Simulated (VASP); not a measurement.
# Ta (Im-3m) in VASP: a series of runs, part 2 of 2

VASP 6.6.1. The steps go on from the part before.

## Step 3: Single point, PBE

The input, INCAR:

```
SYSTEM = Ta
  ALGO = Normal
  EDIFF = 1E-6
  ENCUT = 520
  GGA = PE
  ISIF = 2
  ISMEAR = -1
  LASPH = .TRUE.
  LCHARG = .FALSE.
  LREAL = .FALSE.
  LWAVE = .FALSE.
  NELM = 100
  PREC = Accurate
  SIGMA = 0.1
```

The input, KPOINTS:

```
k-points
0
G
  36 36 36
  0 0 0
```

The input, POSCAR:

```
Ta
1.0
   -1.6515000000      1.6515000000      1.6515000000
    1.6515000000     -1.6515000000      1.6515000000
    1.6515000000      1.6515000000     -1.6515000000
Ta
1
Direct
    0.0000000000      0.0000000000      0.0000000000
```

Potentials or basis: VASP PAW PBE potentials, release 64 (Ta_pv).

Run with:

```console
$ cat potpaw_PBE.64/Ta_pv/POTCAR > POTCAR
$ mpirun -np 1 vasp_std > vasp.out
```

OUTCAR:

```text
SYSTEM = Ta
   EDIFF = 1E-6
   ENCUT = 520
   GGA = PE
   ISIF = 2
   ISMEAR = -1
   LASPH = .TRUE.
   LREAL = .FALSE.
   NELM = 100
   PREC = Accurate

 ion  position               nearest neighbor table
   1  0.000  0.000  0.000-

  LATTYP: Found a body centered cubic cell.
 ALAT       =     3.3030000000

  Lattice vectors:

 A1 = (  -1.6515000000,   1.6515000000,   1.6515000000)
 A2 = (   1.6515000000,  -1.6515000000,   1.6515000000)
 A3 = (   1.6515000000,   1.6515000000,  -1.6515000000)

Analysis of symmetry for initial positions (statically):
=====================================================================
 Subroutine PRICEL returns:
 Original cell was already a primitive cell.

 Routine SETGRP: Setting up the symmetry group for a
 body centered cubic supercell.

 Subroutine GETGRP returns: Found 48 space group operations
 (whereof 48 operations were pure point group operations)
 out of a pool of 48 trial point group operations.

The static configuration has the point symmetry O_h .

Analysis of symmetry for dynamics (positions and initial velocities):
=====================================================================
 Subroutine PRICEL returns:
 Original cell was already a primitive cell.

 Routine SETGRP: Setting up the symmetry group for a
 body centered cubic supercell.

 Subroutine GETGRP returns: Found 48 space group operations
 (whereof 48 operations were pure point group operations)
 out of a pool of 48 trial point group operations.

The dynamic configuration has the point symmetry O_h .

 Subroutine INISYM returns: Found 48 space group operations
 (whereof 48 operations are pure point group operations),
 and found     1 'primitive' translations

[... 113 lines left out ...]
  volume/ion in A,a.u.               =      18.02       121.59
  Fermi-wavevector in a.u.,A,eV,Ry     =   1.388802  2.624456 26.242541  1.928772
  Thomas-Fermi vector in A             =   2.512894
   LORBIT       =      0    0 simple, 1 ext, 2 COOP (PROOUT), +10 PAW based schemes
   GGA     = PE    functional components
   LHFCALC =     F    Hartree Fock is set to
   AEXX    =    0.0000 exact exchange contribution
   IVDW    =     0    specifies the selected vdW correction
   LEPSILON=     F    determine dielectric tensor
   LRPA    =     F    only Hartree local field effects (RPA)
 non-spin polarized calculation
  energy-cutoff  :      520.00
  volume of cell :       18.02
 maximum number of plane-waves:       498
 NGX is ok and might be reduce to    24
   NGX = 11   NGY = 11   NGZ = 11

 number of electron      11.0000002 magnetization

 Free energy of the ion-electron system (eV)
  ---------------------------------------------------
  ext. energy  EPLUGINS =         0.00000000
  ---------------------------------------------------
  free energy    TOTEN  =       -11.83159966 eV

  energy without entropy =      -11.78827771  energy(sigma->0) =      -11.80993868

 E-fermi :   5.4940     XC(G=0): -12.6162

 val. band max:        5.4929334774   @ k =   0.1389   0.0278   0.0278
 cond. band min:       5.4943127719   @ k =  -0.1667   0.2500   0.0556
 fundamental gap:      0.0013792945
 Fermi energy:         5.4939749205

 k-point     1 :       0.0000    0.0000    0.0000
  band No.  band energies     occupation
      1     -27.5876      2.00000
      2     -27.5876      2.00000
      3     -27.5876      2.00000
      4      -2.4315      2.00000
      5       6.2193      0.00141
      6       6.2193      0.00141
      7       6.2193      0.00141
      8       9.4913      0.00000
      9       9.4913      0.00000
[... 265 lines left out ...]
 k-point    24 :       0.1389    0.0278   -0.0000
  band No.  band energies     occupation
      1     -27.8613      2.00000
      2     -27.6692      2.00000
      3     -27.5926      2.00000
      4      -1.4212      2.00000
      5       5.6190      0.44526
      6       5.8902      0.03734
      7       7.2602      0.00000
      8       8.8133      0.00000
      9       9.5461      0.00000

 [... further k-points ...]

------------------------ aborting loop because EDIFF is reached ----------------------------------------

  FORCE on cell =-STRESS in cart. coord.  units (eV):
  Direction    XX          YY          ZZ          XY          YZ          ZX
  --------------------------------------------------------------------------------------
  -------------------------------------------------------------------------------------
  Total        0.3686967      0.3686967      0.3686967     -0.0000000     -0.0000000      0.0000000
  in kB       32.7856694     32.7856694     32.7856694     -0.0000000     -0.0000000      0.0000000
  external PRESSURE =      32.7856694 kB  Pullay stress =       0.0000000 kB

 VOLUME and BASIS-vectors are now :
 -----------------------------------------------------------------------------
  energy-cutoff  :      520.00
  volume of cell :       18.02
      direct lattice vectors                 reciprocal lattice vectors
    -1.651500000  1.651500000  1.651500000     0.000000000  0.302755071  0.302755071
     1.651500000 -1.651500000  1.651500000     0.302755071  0.000000000  0.302755071
     1.651500000  1.651500000 -1.651500000     0.302755071  0.302755071  0.000000000

 POSITION                                       TOTAL-FORCE (eV/Angst)
 -----------------------------------------------------------------------------------
      0.00000      0.00000      0.00000         0.000000     -0.000000     -0.000000
 -----------------------------------------------------------------------------------
    total drift:                               -0.000000      0.000000      0.000000

  FREE ENERGIE OF THE ION-ELECTRON SYSTEM (eV)
  ---------------------------------------------------
  free  energy   TOTEN  =       -11.8315996556 eV

  energy  without entropy=      -11.7882777139  energy(sigma->0) =      -11.80993868
```

OSZICAR:

```text
N       E                     dE             d eps       ncg     rms          rms(c)
DAV:   1     0.461586323951E+02    0.46159E+02   -0.66262E+03 22344   0.117E+03
DAV:   2    -0.116142431828E+02   -0.57773E+02   -0.56950E+02 28307   0.246E+02
DAV:   3    -0.122872421904E+02   -0.67300E+00   -0.65307E+00 25987   0.266E+01
DAV:   4    -0.122917077767E+02   -0.44656E-02   -0.44459E-02 25307   0.179E+00
DAV:   5    -0.122917380281E+02   -0.30251E-04   -0.30247E-04 24950   0.124E-01    0.135E+01
DAV:   6    -0.119394439257E+02    0.35229E+00   -0.39454E-01 23183   0.769E+00    0.658E+00
DAV:   7    -0.118328329752E+02    0.10661E+00   -0.32880E-01 23404   0.665E+00    0.387E-01
DAV:   8    -0.118316313903E+02    0.12016E-02   -0.41378E-03 24075   0.833E-01    0.113E-01
DAV:   9    -0.118316050108E+02    0.26379E-04   -0.14621E-04 23835   0.155E-01    0.325E-02
DAV:  10    -0.118315995817E+02    0.54291E-05   -0.44261E-06 24968   0.306E-02    0.510E-03
DAV:  11    -0.118315996556E+02   -0.73845E-07   -0.20624E-07 12016   0.656E-03
   1 F= -.11831600E+02 E0= -.11809939E+02  d E =-.433219E-01
```

stdout:

```text
POSCAR found type information on POSCAR Ta
 POSCAR found :  1 types and       1 ions
 scaLAPACK will be used
 LDA part: xc-table for (Slater+PW92), standard interpolation
 POSCAR, INCAR and KPOINTS ok, starting setup
 FFT: planning ... GRIDC
 FFT: planning ... GRID_SOFT
 FFT: planning ... GRID
 WAVECAR not read
 entering main loop
```

It took 1.9 min on 1 thread of Intel Xeon Platinum 8488C (Sapphire Rapids), shared host; peak memory 0.33 GiB.

What came out:

| Item | Value |
| --- | --- |
| Free energy | -11.8316 eV |
| Pressure | 3.3 GPa |
| Band gap on the k mesh | none (metal or under the smearing width) |

The run has no spin-orbit coupling, so splittings on Ta are missing.
